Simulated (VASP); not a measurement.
Here is a VASP 6.6.1 calculation.

File INCAR:

```
SYSTEM = MnH2O2
ALGO = Normal
EDIFF = 1E-6
ENCUT = 520
GGA = PS
ISIF = 2
ISMEAR = -5
ISPIN = 2
LASPH = .TRUE.
LCHARG = .FALSE.
LHYPERFINE = .TRUE.
LMAXMIX = 4
LORBIT = 11
LREAL = .FALSE.
LWAVE = .FALSE.
MAGMOM = 4 0 0 0 0
NELM = 120
PREC = Accurate
SIGMA = 0.005
```

File KPOINTS:

```
k-points
0
G
  9 9 6
  0 0 0
```

Contents of POSCAR:

```
MnH2O2
3.25
    1.000000000000      0.000000000000      0.000000000000
   -0.500000000000      0.866025403785      0.000000000000
    0.000000000000      0.000000000000      1.378461538462
Mn O H
1 2 2
Direct
    0.0000000000      0.0000000000      0.0000000000
    0.6666666667      0.3333333333      0.7740000000
    0.3333333333      0.6666666667      0.2260000000
    0.6666666667      0.3333333333      0.5540000000
    0.3333333333      0.6666666667      0.4460000000
```

Potentials or basis: VASP PAW PBE potentials, release 64 (Mn_pv, O, H).

Launch:

```sh
$ cat potpaw_PBE.64/Mn_pv/POTCAR potpaw_PBE.64/O/POTCAR potpaw_PBE.64/H/POTCAR > POTCAR
$ mpirun -np 1 vasp_std > vasp.out
```

Problem. Predict the band gap on the k mesh.

Solution. 0.12 eV, indirect (least direct gap 0.30 eV).

Problem. Estimate the site moments.

Solution. Mn +4.47; O +0.10; H +0.01 μB.

Problem. What does it give for the net moment?

Solution. 5.00 μB per cell.

Stress tensor (GPa, compression positive):
```
7.29 0.00 0.00
0.00 7.29 0.00
0.00 0.00 5.01
```

Caveat: the PAW data sets were made with another functional, which shifts forces and pressure a little; an odd mesh through Γ misses points on the zone boundary, where band edges often lie; a cell with one magnetic atom can't hold antiferromagnetic order, which such compounds often take.
